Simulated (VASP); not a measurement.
# Os (P6_3/mmc) in VASP: further runs, part 2 of 2

VASP 6.6.1.

## Step 4: Relaxation of cell and atoms, PBE

File INCAR:

```
SYSTEM = Os
PREC     = Accurate       ! precision mode
ENCUT    = 600            ! plane-wave cutoff, eV
EDIFF    = 1E-6           ! SCF threshold, eV
ISMEAR   = -1             ! smearing method
SIGMA    = 0.05           ! smearing width, eV
LREAL    = .FALSE.        ! projectors in reciprocal space
LASPH    = .TRUE.         ! aspherical terms in the spheres
NELM     = 80             ! most SCF steps
ALGO     = Normal         ! electronic algorithm
ISIF     = 3              ! what is computed and relaxed
LWAVE    = .FALSE.        ! write WAVECAR
LCHARG   = .FALSE.        ! write CHGCAR
GGA      = PE             ! functional
IBRION   = 2              ! ionic algorithm
NSW      = 60             ! ionic steps
EDIFFG   = -0.005         ! ionic threshold
```

File KPOINTS:

```
regular mesh
0
G
  11 11 6
  0 0 0
```

File POSCAR:

```
Os
1.0
    2.7341000000      0.0000000000      0.0000000000
   -1.3670500000      2.3678000565      0.0000000000
    0.0000000000      0.0000000000      4.3197000000
Os
2
Direct
    0.6666666667      0.3333333333      0.7500000000
    0.3333333333      0.6666666667      0.2500000000
```

Potentials or basis: VASP PAW PBE potentials, release 64 (Os_pv).

Command:

```sh
$ cat potpaw_PBE.64/Os_pv/POTCAR > POTCAR
$ mpirun -np 1 vasp_std > vasp.out
```

OUTCAR:

```text
SYSTEM = Os
   PREC = Accurate
   ENCUT = 600
   EDIFF = 1E-6
   ISMEAR = -1
   LREAL = .FALSE.
   LASPH = .TRUE.
   NELM = 80
   ISIF = 3
   GGA = PE
   IBRION = 2
   NSW = 60
   EDIFFG = -0.005

 ion  position               nearest neighbor table
   1  0.667  0.333  0.750-   2 2.68   2 2.68   2 2.68   2 2.68   2 2.68   2 2.68
   2  0.333  0.667  0.250-   1 2.68   1 2.68   1 2.68   1 2.68   1 2.68   1 2.68

  LATTYP: Found a hexagonal cell.
 ALAT       =     2.7341000000
 C/A-ratio  =     1.5799348963

  Lattice vectors:

 A1 = (   2.7341000000,   0.0000000000,   0.0000000000)
 A2 = (  -1.3670500000,   2.3678000565,   0.0000000000)
 A3 = (   0.0000000000,   0.0000000000,   4.3197000000)

Analysis of symmetry for initial positions (statically):
=====================================================================
 Subroutine PRICEL returns:
 Original cell was already a primitive cell.

 Routine SETGRP: Setting up the symmetry group for a
 hexagonal supercell.

 Subroutine GETGRP returns: Found 24 space group operations
 (whereof 12 operations were pure point group operations)
 out of a pool of 24 trial point group operations.

The static configuration has the point symmetry D_3d.
 The point group associated with its full space group is D_6h.
[... 171 lines left out ...]
  -------------------------------------------------------------------------------------
  Total        1.9672894      1.9672894      2.1082966      0.0000000      0.0000000      0.0000000
  in kB      112.7108777    112.7108777    120.7895284      0.0000000      0.0000000      0.0000000
  external PRESSURE =     115.4037613 kB  Pullay stress =       0.0000000 kB
[... 275 lines left out ...]
--------------------------------------- Ionic step        9  -------------------------------------------

 number of electron      28.0000002 magnetization

 Free energy of the ion-electron system (eV)
  ---------------------------------------------------
  ext. energy  EPLUGINS =         0.00000000
  ---------------------------------------------------
  free energy    TOTEN  =       -22.45265260 eV

  energy without entropy =      -22.43890582  energy(sigma->0) =      -22.44577921

 E-fermi :   8.6754     XC(G=0): -14.2507

 val. band max:        8.6523234522   @ k =   0.3636  -0.0000   0.3333
 cond. band min:       8.7293889789   @ k =   0.0000   0.0000   0.0000
 fundamental gap:      0.0770655266
 Fermi energy:         8.6754141633

 k-point     1 :       0.0000    0.0000    0.0000
  band No.  band energies     occupation
      1     -37.8993      2.00000
      2     -37.0442      2.00000
      3     -37.0442      2.00000
      4     -36.8812      2.00000
      5     -36.8812      2.00000
      6     -36.8401      2.00000
[... 481 lines left out ...]
      5     -36.9669      2.00000
      6     -36.9350      2.00000
[... 10 lines left out ...]
     17      10.7574      0.00000
     18      14.0756      0.00000

 [... further k-points ...]

------------------------ aborting loop because EDIFF is reached ----------------------------------------

  FORCE on cell =-STRESS in cart. coord.  units (eV):
  Direction    XX          YY          ZZ          XY          YZ          ZX
  --------------------------------------------------------------------------------------
  -------------------------------------------------------------------------------------
  Total        0.0044752      0.0044752      0.0022529      0.0000000     -0.0000000      0.0000000
  in kB        0.2495795      0.2495795      0.1256427      0.0000000     -0.0000000      0.0000000
  external PRESSURE =       0.2082673 kB  Pullay stress =       0.0000000 kB
[... 17 lines left out ...]
  FREE ENERGIE OF THE ION-ELECTRON SYSTEM (eV)
  ---------------------------------------------------
  free  energy   TOTEN  =       -22.4526526041 eV

  energy  without entropy=      -22.4389058230  energy(sigma->0) =      -22.44577921

 reached required accuracy - stopping structural energy minimisation
```

Wall time 2.8 min (1 thread of Intel Xeon Platinum 8375C at 2.90GHz (Ice Lake), shared host); peak memory 0.19 GiB.

Results:

| Property | Result |
| --- | --- |
| Free energy | -22.4527 eV |
| Relaxed volume | 14.36 Å³/atom |
| Relaxed cell | a = 2.759 Å, b = 2.759 Å, c = 4.359 Å, α = 90.00°, β = 90.00°, γ = 120.00° |
| Space group after relaxing (to 0.05 Å) | P6_3/mmc (No. 194) |
| Energy gained by relaxing | 13.4 meV/atom |
| Ionic steps | 9 |
| Pressure after relaxing | 0.0 GPa |
| Band gap on the k mesh | none (metal or under the smearing width) |

The path:
```
step  energy change (eV)  largest force (eV/Å)  pressure (GPa)  volume (Å³)
   1              0.0000                0.0000           11.54        27.96
   2              0.4027                0.0000          -34.79        32.24
   3             -0.0267                0.0000           -0.59        28.77
   4             -0.0267                0.0000            0.00        28.73
   5             -0.0267                0.0000            0.20        28.71
   6             -0.0267                0.0000            0.17        28.72
   7             -0.0268                0.0000            0.19        28.72
   8             -0.0267                0.0000           -0.42        28.76
   9             -0.0268                0.0000            0.02        28.73
```

Final structure:
```
CELL_PARAMETERS angstrom
2.75877 0.00000 0.00000
-1.37938 2.38916 0.00000
0.00000 0.00000 4.35863
ATOMIC_POSITIONS crystal
Os 0.66667 0.33333 0.75000
Os 0.33333 0.66667 0.25000
```

The run has no spin-orbit coupling, so splittings on Os are missing. Zero-point motion and thermal expansion aren't in these numbers.

## Step 5: Relaxation of cell and atoms, PBE

File INCAR:

```
ALGO = Normal
EDIFF = 1E-6
EDIFFG = -0.02
ENCUT = 680
GGA = PE
IBRION = 2
ISIF = 3
ISMEAR = -1
LASPH = True
LCHARG = False
LREAL = False
LWAVE = False
NELM = 100
NSW = 40
PREC = Accurate
SIGMA = 0.05
```

File KPOINTS:

```
k-points
0
Gamma
  11 11 6
```

POSCAR is that of step 4.

Potentials or basis: VASP PAW PBE potentials, release 64 (Os_sv_GW).

Command:

```sh
$ cat potpaw_PBE.64/Os_sv_GW/POTCAR > POTCAR
$ mpirun -np 1 vasp_std > vasp.out
```

It took 2.3 min on 1 thread of Intel Xeon Platinum 8375C at 2.90GHz (Ice Lake), shared host; peak memory 0.19 GiB.

Results (log left out):

* Free energy: -24.7288 eV
* Relaxed volume: 14.27 Å³/atom
* Relaxed cell: a = 2.753 Å, b = 2.753 Å, c = 4.351 Å, α = 90.00°, β = 90.00°, γ = 120.00°
* Space group after relaxing (to 0.05 Å): P6_3/mmc (No. 194)
* Energy gained by relaxing: 8.0 meV/atom
* Ionic steps: 5
* Pressure after relaxing: 0.1 GPa
* Band gap on the k mesh: none (metal or under the smearing width)

Stress tensor (GPa, compression positive):
```
 0.22  0.00  0.00
 0.00  0.22  0.00
 0.00  0.00 -0.12
```

The path:
```csv
step,energy change (eV),largest force (eV/Å),pressure (GPa),volume (Å³)
1,0.0000,0.0000,8.86,27.96
2,0.2444,0.0000,-28.82,31.21
3,-0.0160,0.0000,-0.31,28.58
4,-0.0161,0.0000,-0.07,28.56
5,-0.0161,0.0000,0.11,28.55
```

Final structure:
```
CELL_PARAMETERS angstrom
2.75271 0.00000 0.00000
-1.37635 2.38391 0.00000
0.00000 0.00000 4.35064
ATOMIC_POSITIONS crystal
Os 0.66667 0.33333 0.75000
Os 0.33333 0.66667 0.25000
```

Levels at points of the mesh, in eV from the Fermi level:
```csv
k point,band 12,band 13,band 14,band 15,band 16,band 17,band 18,band 19,band 20
"(0.00, 0.00, 0.00)",-2.91,-2.67,-2.10,-2.10,-1.47,-1.47,0.05,1.69,1.69
"(0.00, 0.00, 0.50)",-3.44,-3.10,-3.10,-3.10,-3.10,0.92,0.92,0.92,0.92
```

Spin-orbit coupling is left out, which matters for the levels of Os. PBE usually gives volumes a little too large and moduli too small.

## Step 6: Relaxation of cell and atoms, PBE

File INCAR:

```
PREC = Accurate ; ENCUT = 630
EDIFF = 1E-7 ; ISMEAR = -1
SIGMA = 0.05 ; LREAL = False
LASPH = True ; NELM = 100
ALGO = Fast ; ISIF = 3
LWAVE = False ; LCHARG = False
GGA = PE ; IBRION = 2
NSW = 40 ; EDIFFG = -0.02
```

File KPOINTS:

```
regular mesh
0
Gamma
  11 11 6
```

POSCAR is that of step 5.

Potentials or basis: VASP PAW PBE potentials, release 64 (Os_sv_GW).

Command:

```sh
$ cat potpaw_PBE.64/Os_sv_GW/POTCAR > POTCAR
$ mpirun -np 1 vasp_std > vasp.out
```

Wall time 1.9 min (1 thread of Intel Xeon Platinum 8375C at 2.90GHz (Ice Lake), shared host); peak memory 0.19 GiB.

It converged, with:

| Item | Value |
| --- | --- |
| Free energy | -24.7255 eV |
| Relaxed volume | 14.27 Å³/atom |
| Relaxed cell | a = 2.752 Å, b = 2.752 Å, c = 4.350 Å, α = 90.00°, β = 90.00°, γ = 120.00° |
| Space group after relaxing (to 0.05 Å) | P6_3/mmc (No. 194) |
| Energy gained by relaxing | 7.4 meV/atom |
| Ionic steps | 4 |
| Pressure after relaxing | 0.0 GPa |
| Band gap on the k mesh | none (metal or under the smearing width) |

Stress tensor (GPa, compression positive):
```
 0.12  0.00  0.00
 0.00  0.12  0.00
 0.00  0.00 -0.21
```

Step by step:
| step | energy change (eV) | largest force (eV/Å) | pressure (GPa) | volume (Å³) |
| --- | --- | --- | --- | --- |
| 1 | 0.0000 | 0.0000 | 8.56 | 27.96 |
| 2 | 0.2326 | 0.0000 | -28.43 | 31.10 |
| 3 | -0.0149 | 0.0000 | -0.35 | 28.56 |
| 4 | -0.0149 | 0.0000 | 0.01 | 28.53 |

Final structure:
```cif
data_structure
_symmetry_space_group_name_H-M 'P 1'
_symmetry_Int_Tables_number 1
_cell_length_a 2.7522
_cell_length_b 2.7522
_cell_length_c 4.3498
_cell_angle_alpha 90.000
_cell_angle_beta 90.000
_cell_angle_gamma 120.000
_cell_volume 28.53
loop_
_atom_site_label
_atom_site_type_symbol
_atom_site_fract_x
_atom_site_fract_y
_atom_site_fract_z
_atom_site_occupancy
Os1 Os 0.66667 0.33333 0.75000 1
Os2 Os 0.33333 0.66667 0.25000 1
```

Levels at points of the mesh, in eV from the Fermi level:
```
           k point  band 13  band 14  band 15  band 16  band 17  band 18  band 19  band 20
(0.00, 0.00, 0.00)    -2.68    -2.10    -2.10    -1.47    -1.47     0.05     1.69     1.69
(0.00, 0.00, 0.50)    -3.10    -3.10    -3.10    -3.10     0.92     0.92     0.92     0.92
```

Spin-orbit coupling is left out, which matters for the levels of Os. PBE usually gives volumes a little too large and moduli too small.

## Step 7: For comparison

An earlier run on the cell as given: functional PBE; potentials or basis VASP PAW PBE potentials, release 64 (Os); cutoff 520 eV; k mesh 11 × 11 × 6; occupations fermi-dirac, width 0.05 eV; no spin polarisation.

* Pressure: 8.9 GPa
* Band gap on the k mesh: none (metal or under the smearing width)

## Step 8: Overview

```csv
task,potentials or basis,cell,cutoff (eV),smearing,gap on the mesh (eV),pressure (GPa),relaxed volume (Å³/atom)
single point,"VASP PAW PBE potentials, release 64 (Os)",as given,520,gaussian 0.027 eV,none,8.7,-
relaxation of cell and atoms,"VASP PAW PBE potentials, release 64 (Os)",relaxed,580,fermi-dirac 0.05 eV,none,0.0,14.28
relaxation of cell and atoms,"VASP PAW PBE potentials, release 64 (Os_pv)",relaxed,600,fermi-dirac 0.05 eV,none,0.0,14.36
relaxation of cell and atoms,"VASP PAW PBE potentials, release 64 (Os_sv_GW)",relaxed,680,fermi-dirac 0.05 eV,none,0.1,14.27
relaxation of cell and atoms,"VASP PAW PBE potentials, release 64 (Os_sv_GW)",relaxed,630,fermi-dirac 0.05 eV,none,0.0,14.27
single point,"VASP PAW PBE potentials, release 64 (Os)",as given,520,fermi-dirac 0.05 eV,none,8.9,-
```

Alike in all rows: level PBE; no spin polarisation; k mesh 11 × 11 × 6.

Absolute energies hang on the potentials; compare differences alone.
